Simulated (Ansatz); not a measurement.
Ge — ⁷³Ge nuclear quadrupole resonance

Cell: a structure deposited in the COD, its atoms then relaxed with PBE in this cell.

Space group P4_32_12 (No. 96); a = 5.9300, c = 6.9800 Å.

| site | Wyckoff | site symmetry | x | y | z |
| --- | --- | --- | --- | --- | --- |
| Ge1 | 4a | ..2 | 0.0900 | 0.0900 | 0.0000 |
| Ge5 | 8b | 1 | 0.1724 | 0.3692 | 0.2595 |

One atom of each set is listed.

The numbers come from a DFT calculation in Ansatz (r2SCAN, plane waves and PAW (field gradients read without the response of the frozen cores, which leaves them typically 4 to 6 % off), scalar-relativistic, 500 eV cutoff, Γ-centred 6×6×5 k-points, Fermi–Dirac smearing 0.05 eV).

⁷³Ge: I = 9/2, Q = -196.0 mb (year-2017 value). Static lattice, zero field.

Sites with a gradient: Ge1 (4 atoms; 4 Ge at 2.49–2.50 Å); Ge5 (8 atoms; 4 Ge at 2.49–2.52 Å).

Task: The simulated spectrum has lines at 1.84, 2.25, 2.54, 2.66, 3.08, 3.24, 3.69, 4.09, 4.43, 5.62 MHz. Sort them into the sets that belong together, and say which site each set most likely comes from.

Result: For I = 9/2 and η = 0 the lines are |C_Q|/24 times 1, 2, 3 and 4; η shifts the lowest up most. At large η the states mix, and weaker lines appear at sums of the main ones; lines under 5 % of the strongest are left out. Ge1: 1.84, 2.25, 2.66, 3.24, 4.09 MHz (|C_Q| = 20.5 MHz, η = 0.79). Ge5: 2.54, 3.08, 3.69, 4.43, 5.62 MHz (|C_Q| = 28.1 MHz, η = 0.81).

The sites follow from the calculation. Like point charges on the first shell alone (each adding as 1/d³) would put Ge1 above Ge5: the covalent part of each bond and the atoms beyond the first shell count as well.
